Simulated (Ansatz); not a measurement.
Mg₂Si, DFT, LDA, PAW with Ansatz's default frozen-core files, scalar-relativistic (Ansatz 0.2.0), run on 1 thread of Arm Neoverse V2 on a shared host.

The geometry is COD entry 9009039, unchecked; take it as a test cell. It differs from other determinations. The listed cell was then made from it by scaling, straining or moving an atom.

Command: `ansatz run input.yaml --threads 1 --pin off --max-ram 4096MiB --backend cpu --events-out ev --progress --plain --runs-dir out`

```yaml
crystal:
  lattice:
    - [0.0, 3.2056146959, 3.2056146959]
    - [3.2056146959, 0.0, 3.2056146959]
    - [3.2056146959, 3.2056146959, 0.0]
  atoms:
    - { symbol: Mg, position: [0.25, 0.25, 0.25] }
    - { symbol: Mg, position: [0.75, 0.75, 0.75] }
    - { symbol: Si, position: [0.0, 0.0, 0.0] }
kpoints:
  mp_grid: { grid: [11, 11, 11] }
scf:
  occupations: { method: fermi_dirac, width: 0.05 }
hamiltonian:
  xc: lda
  pseudopotentials: { kind: paw }
output:
  forces: true
  stress: true
  eigenvalues: true
  efg: { contact_densities: true }
```

Question: How large is the problem that the program sets up?

Answer: 56 irreducible k-points, 1243 plane waves at Γ, 16 bands.

Question: Estimate the wall time and the peak memory.

Answer: 3.3 s of wall time for 6 SCF iterations, with a peak of 0.34 GiB. Times on shared machines scatter by tens of per cent.

Question: And the same cell and mesh by crystal-made all-electron datasets, asked for forces, stress, eigenvalues, efg, on the same hardware?

Answer: 3.4 s, peak memory 0.35 GiB.
